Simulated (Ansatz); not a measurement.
Molecular dynamics on a 1×2×2 supercell (32 atoms) of FeSi (P2_13), relaxed with r2SCAN. Forces come from PBEsol in the PAW code Ansatz: a Nosé-Hoover thermostat at fixed volume, 800 K, steps of 2 fs. Computed, non-magnetic; the trajectory is short and the cell small, so nothing here is a converged average.

```yaml
crystal:
  lattice:
    - [4.4030518947, 0.0, 0.0]
    - [0.0, 8.8061037893, 0.0]
    - [0.0, 0.0, 8.8061037893]
  atoms:
    - { symbol: Fe, position: [0.8633399909, 0.3183300046, 0.1816699954] }
    - { symbol: Fe, position: [0.6366600091, 0.1816699954, 0.4316699954] }
    - { symbol: Fe, position: [0.3633399909, 0.4316699954, 0.3183300046] }
    - { symbol: Fe, position: [0.1366600091, 0.0683300046, 0.0683300046] }
    - { symbol: Si, position: [0.1588681657, 0.1705659171, 0.3294340829] }
    - { symbol: Si, position: [0.3411318343, 0.3294340829, 0.0794340829] }
    - { symbol: Si, position: [0.6588681657, 0.0794340829, 0.1705659171] }
    - { symbol: Si, position: [0.8411318343, 0.4205659171, 0.4205659171] }
    - { symbol: Fe, position: [0.8633399909, 0.3183300046, 0.6816699954] }
    - { symbol: Fe, position: [0.6366600091, 0.1816699954, 0.9316699954] }
    - { symbol: Fe, position: [0.3633399909, 0.4316699954, 0.8183300046] }
    - { symbol: Fe, position: [0.1366600091, 0.0683300046, 0.5683300046] }
    - { symbol: Si, position: [0.1588681657, 0.1705659171, 0.8294340829] }
    - { symbol: Si, position: [0.3411318343, 0.3294340829, 0.5794340829] }
    - { symbol: Si, position: [0.6588681657, 0.0794340829, 0.6705659171] }
    - { symbol: Si, position: [0.8411318343, 0.4205659171, 0.9205659171] }
    - { symbol: Fe, position: [0.8633399909, 0.8183300046, 0.1816699954] }
    - { symbol: Fe, position: [0.6366600091, 0.6816699954, 0.4316699954] }
    - { symbol: Fe, position: [0.3633399909, 0.9316699954, 0.3183300046] }
    - { symbol: Fe, position: [0.1366600091, 0.5683300046, 0.0683300046] }
    - { symbol: Si, position: [0.1588681657, 0.6705659171, 0.3294340829] }
    - { symbol: Si, position: [0.3411318343, 0.8294340829, 0.0794340829] }
    - { symbol: Si, position: [0.6588681657, 0.5794340829, 0.1705659171] }
    - { symbol: Si, position: [0.8411318343, 0.9205659171, 0.4205659171] }
    - { symbol: Fe, position: [0.8633399909, 0.8183300046, 0.6816699954] }
    - { symbol: Fe, position: [0.6366600091, 0.6816699954, 0.9316699954] }
    - { symbol: Fe, position: [0.3633399909, 0.9316699954, 0.8183300046] }
    - { symbol: Fe, position: [0.1366600091, 0.5683300046, 0.5683300046] }
    - { symbol: Si, position: [0.1588681657, 0.6705659171, 0.8294340829] }
    - { symbol: Si, position: [0.3411318343, 0.8294340829, 0.5794340829] }
    - { symbol: Si, position: [0.6588681657, 0.5794340829, 0.6705659171] }
    - { symbol: Si, position: [0.8411318343, 0.9205659171, 0.9205659171] }
kpoints:
  mp_grid: { grid: [4, 2, 2] }
hamiltonian:
  xc: pbesol
scf:
  occupations: { method: fermi_dirac, width: 0.069 }
md:
  ensemble: nvt_nose_hoover
  temperature: 800
  timestep: 2.0
  n_steps: 30
  initial_velocities: maxwell_boltzmann
  seed: 718
```

Run as `ansatz run input.yaml --threads 4 --pin off --max-ram 5529MiB --backend cpu --events-out ev --progress --plain --runs-dir out`.

Question: It ran on 4 threads of Intel(R) Xeon(R) Platinum 8488C (Sapphire Rapids), on a shared host. About how long did it take, and what peak of host memory did it reach?

Answer: About 4.3 min, with a peak of 2.1 GiB.

```csv
step,t (fs),T (K),free energy F from step 0 (meV/atom),kinetic energy (meV/atom),largest force (eV/Å)
0,0,800,0.0,100.2,0.05
1,2,789,1.4,98.8,0.51
2,4,755,5.7,94.5,1.01
3,6,702,12.3,87.9,1.51
4,8,634,20.9,79.4,2.00
5,10,557,30.6,69.7,2.46
6,12,476,40.8,59.6,2.87
7,14,399,50.6,49.9,3.21
8,16,330,59.3,41.3,3.46
9,18,274,66.4,34.4,3.62
10,20,234,71.5,29.4,3.67
11,22,211,74.5,26.4,3.62
12,24,202,75.7,25.3,3.50
13,26,205,75.3,25.7,3.31
14,28,217,73.9,27.2,3.10
15,30,234,71.9,29.3,2.87
16,32,252,69.8,31.6,2.66
17,34,269,67.9,33.7,2.47
18,36,283,66.4,35.4,2.31
19,38,293,65.4,36.7,2.17
20,40,300,64.9,37.6,2.15
21,42,305,64.6,38.2,2.44
22,44,310,64.3,38.8,2.66
23,46,316,64.0,39.5,2.80
24,48,324,63.4,40.6,2.85
25,50,336,62.3,42.0,2.81
26,52,351,60.8,44.0,2.71
27,54,370,58.9,46.4,2.54
28,56,392,56.7,49.1,2.33
29,58,415,54.4,52.0,2.10
30,60,438,52.2,54.9,1.87
```

The temperature starts at 800 K, is lowest at step 12 (202 K, 24 fs) and ends at 438 K. The thermostat hasn't had time to restore it. The atoms start on their lattice sites with kinetic energy alone, so much of it first passes into potential energy. By the last step the atoms have moved 0.12 Å in the root mean square, the drift of the whole cell taken out, 0.20 Å at most.

Positions (Å) and forces (eV/Å) at step 30:
```
Fe   3.843   2.755   1.612    -0.575   0.629  -0.484
Fe   2.890   1.638   3.816    -0.505   0.683   0.134
Fe   1.635   3.725   2.760     0.291   0.664   0.496
Fe   0.633   0.491   0.600    -0.889   0.672   0.084
Si   0.800   1.575   2.871    -0.233  -0.961   0.469
Si   1.428   2.884   0.580     1.068  -0.868   0.573
Si   2.911   0.712   1.589     0.073  -0.470  -0.851
Si   3.846   3.838   3.648    -1.238  -1.306   0.512
Fe   3.918   2.905   6.053    -1.244  -0.919  -0.140
Fe   2.758   1.448   8.175     0.767   1.477   0.557
Fe   1.592   3.855   7.222     0.667  -0.194   0.012
Fe   0.634   0.653   4.971    -0.852   0.636   0.519
Si   0.668   1.416   7.357    -0.520   0.190  -0.914
Si   1.571   3.031   5.148     0.441  -0.663  -0.753
Si   2.796   0.766   5.902     1.148  -0.049   0.182
Si   3.676   3.701   8.202    -0.219  -0.675  -0.904
Fe   3.741   7.210   1.602     0.361  -0.507   0.114
Fe   2.814   6.038   3.753    -0.209  -0.086   0.566
Fe   1.544   8.180   2.799     0.102   0.262  -0.483
Fe   0.650   4.960   0.639    -0.814   0.657  -0.269
Si   0.708   5.835   2.846     0.106   0.983   0.228
Si   1.430   7.221   0.622     0.145   0.241   0.959
Si   2.909   5.033   1.503     0.146   0.601   0.144
Si   3.637   8.170   3.697     0.456  -0.200   0.111
Fe   3.773   7.311   6.015    -0.348  -0.375  -0.087
Fe   2.801   5.931   8.231    -0.147  -0.018  -0.329
Fe   1.568   8.086   7.177    -0.527   1.115  -0.186
Fe   0.597   5.127   5.059     0.778  -0.663  -0.638
Si   0.603   5.900   7.310     0.841   0.027   0.164
Si   1.381   7.395   4.993     1.110  -1.083   0.345
Si   2.969   5.231   5.941    -1.375  -0.791  -0.207
Si   3.563   8.013   8.171     1.194   0.993   0.077
```
